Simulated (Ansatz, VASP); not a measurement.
**One calculation of Rh, two programs**

File INCAR:

```
SYSTEM = Rh
ALGO     = Normal         ! electronic algorithm
EDIFF    = 1E-7           ! SCF threshold, eV
ENCUT    = 520            ! plane-wave cutoff, eV
GGA      = PS             ! functional
ISIF     = 2              ! what is computed and relaxed
ISMEAR   = -1             ! smearing method
LASPH    = .TRUE.         ! aspherical terms in the spheres
LCHARG   = .FALSE.        ! write CHGCAR
LREAL    = .FALSE.        ! projectors in reciprocal space
LWAVE    = .FALSE.        ! write WAVECAR
NBANDS   = 22             ! bands
NELM     = 80             ! most SCF steps
PREC     = Accurate       ! precision mode
SIGMA    = 0.05           ! smearing width, eV
```

File KPOINTS:

```
k-points
0
G
  11 11 6
  0 0 0
```

Contents of POSCAR:

```
Rh
1.0
    2.7669170982      0.0000000000      0.0000000000
   -1.3834585491      2.3962204973      0.0000000000
    0.0000000000      0.0000000000      4.4867652751
Rh
2
Direct
    0.3333333333      0.6666666667      0.2500000000
    0.6666666667      0.3333333333      0.7500000000
```

input.yaml

```yaml
crystal:
  lattice:
    - [2.7669170982, 0.0, 0.0]
    - [-1.3834585491, 2.3962204973, 0.0]
    - [0.0, 0.0, 4.4867652751]
  atoms:
    - { symbol: Rh, position: [0.3333333333, 0.6666666667, 0.25] }
    - { symbol: Rh, position: [0.6666666667, 0.3333333333, 0.75] }
hamiltonian:
  xc: pbesol
  pseudopotentials: { kind: paw }
kpoints:
  mp_grid: { grid: [11, 11, 6] }
scf:
  occupations: { method: fermi_dirac, width: 0.05 }
output:
  forces: true
  stress: true
  eigenvalues: true
```

Change from the starting cell: volume scaled by 1.04.

Alike in both runs: task single point; functional PBEsol; k mesh 11 × 11 × 6; occupations fermi-dirac, width 0.05 eV; no spin polarisation.

|  | VASP | Ansatz |
| --- | --- | --- |
| version | VASP 6.6.1 | Ansatz 0.2.0 |
| potentials or method | VASP PAW PBE potentials, release 64 (Rh_pv) | Ansatz PAW |
| plane-wave cutoff (eV) | 520 | 420 |
| valence electrons in the cell | 30 | 34 |

VASP gave:

| Item | Value |
| --- | --- |
| gap on the k mesh at the Fermi level (eV) | none |
| pressure (GPa) | -21.4 |
| largest component of the traceless stress (GPa) | 0.99 |

Task: What did Ansatz give for the same quantities?

Result: gap on the k mesh at the Fermi level (eV): none; pressure (GPa): -21.4; largest component of the traceless stress (GPa): 1.00.

A gap of «none» marks a metal or a gap that the smearing closes. The two sets of potentials don't hold the same shells in valence.

Caveats: the PAW data sets were made with another functional, which shifts forces and pressure a little (VASP); the PAW data sets come from PBE, with cores solved anew for the run's functional, which leaves a small shift of forces and pressure (Ansatz).
